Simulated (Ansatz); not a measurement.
Al2O3:

```xyz
5
Lattice="3.0175 0.0000 0.0000 -1.5087 2.6132 0.0000 0.0000 0.0000 7.5746" Properties=species:S:1:pos:R:3 pbc="T T T"
Al    0.0000    0.0000    5.4693
Al    0.0000    0.0000    2.1054
O     0.0000    0.0000    3.7873
O     1.5087    0.8711    6.0638
O     0.0000    1.7421    1.5108
```

Measurements of this composition are mostly on another form, of space group No. 167.

- Program: Ansatz 0.2.0
- Task: relaxation of cell and atoms
- Functional: PBEsol
- Dispersion: D3(BJ)-ATM
- Potentials or basis: Ansatz PAW
- Cutoff: 420 eV (not typed: the program's choice for these potentials)
- k mesh: 10 × 10 × 4
- Occupations: fermi-dirac, width 0.05 eV
- Spin: no spin polarisation

At the start: volume 11.95 Å³/atom.

**Question.** How do energy, volume and symmetry change on relaxing?

**Answer.** It ends after 11 steps and the volume is 11.29 Å³/atom (-5.5 %); space group P-3m1 (No. 164, to 0.05 Å).

Step by step:
| step | energy change (eV) | largest force (eV/Å) | volume (Å³) |
| --- | --- | --- | --- |
| 1 | 0.0000 | 0.1868 | 59.73 |
| 2 | -0.0367 | 0.2062 | 57.56 |
| 3 | -0.0474 | 0.0740 | 56.92 |
| 4 | -0.0475 | 0.0040 | 56.91 |
| 5 | -0.0475 | 0.0004 | 56.93 |
| 6 | -0.0388 | 0.0008 | 56.93 |
| 7 | -0.0411 | 0.0123 | 56.48 |
| 8 | -0.0410 | 0.0008 | 56.51 |
| 9 | -0.0392 | 0.0010 | 56.51 |
| 10 | -0.0394 | 0.0002 | 56.45 |
| 11 | -0.0393 | 0.0002 | 56.45 |

Final structure:
```
CELL_PARAMETERS angstrom
2.97725 0.00000 0.00000
-1.48862 2.57837 0.00000
0.00000 0.00000 7.35350
ATOMIC_POSITIONS crystal
Al 0.00000 0.00000 0.72691
Al 0.00000 0.00000 0.27309
O 0.00000 0.00000 0.50000
O 0.66667 0.33333 0.80784
O 0.33333 0.66667 0.19216
```

Caveat: the plane-wave basis is chosen anew once the cell has moved, so the energies of steps on either side of that aren't comparable; the pressure holds a Pulay correction of +0.7 GPa for the finite cutoff; the PAW data sets come from PBE, with cores solved anew for the run's functional, which leaves a small shift of forces and pressure.
